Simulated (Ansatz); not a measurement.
Here is an Ansatz 0.2.0 calculation.

Contents of input.yaml:

```yaml
crystal:
  lattice:
    - [3.1339080219, 0.0, 0.0]
    - [-1.566954011, 2.7140439601, 0.0]
    - [0.0, 0.0, 5.41676772]
  atoms:
    - { symbol: Hf, position: [0.333662, 0.65416, 0.250486] }
    - { symbol: Hf, position: [0.661442, 0.335656, 0.749924] }
    - { symbol: "N", position: [0.007637, -0.003532, 0.491773] }
    - { symbol: "N", position: [0.004604, 0.002235, -0.006663] }
kpoints:
  mp_grid: { grid: [10, 10, 5] }
scf:
  occupations: { method: fermi_dirac, width: 0.05 }
hamiltonian:
  xc: pbesol
  pseudopotentials: { kind: all_electron, lapw: { basis_error: 0.001 } }
output:
  forces: true
  stress: true
  eigenvalues: true
  populations: true
```

Potentials or basis: all-electron LAPW, scalar-relativistic.

Run with:

```bash
$ ansatz run input.yaml --threads 2 --pin off --max-ram 8192MiB --backend cpu --events-out ev --progress --plain --runs-dir out
```

Predict the largest force.

0.570 eV/Å.

Estimate the pressure.

-2.0 GPa.

What does it give for the Loewdin charges?

Hf +0.69; N -0.63 e.

What does it give for the band gap on the k mesh?

None (metal or under the smearing width).

Forces on the atoms (eV/Å):
```
Hf  -0.007  0.311 -0.441
Hf   0.384 -0.071 -0.374
N   -0.277 -0.045  0.496
N   -0.100 -0.195  0.319
```

The run has no spin-orbit coupling, so splittings on Hf are missing.
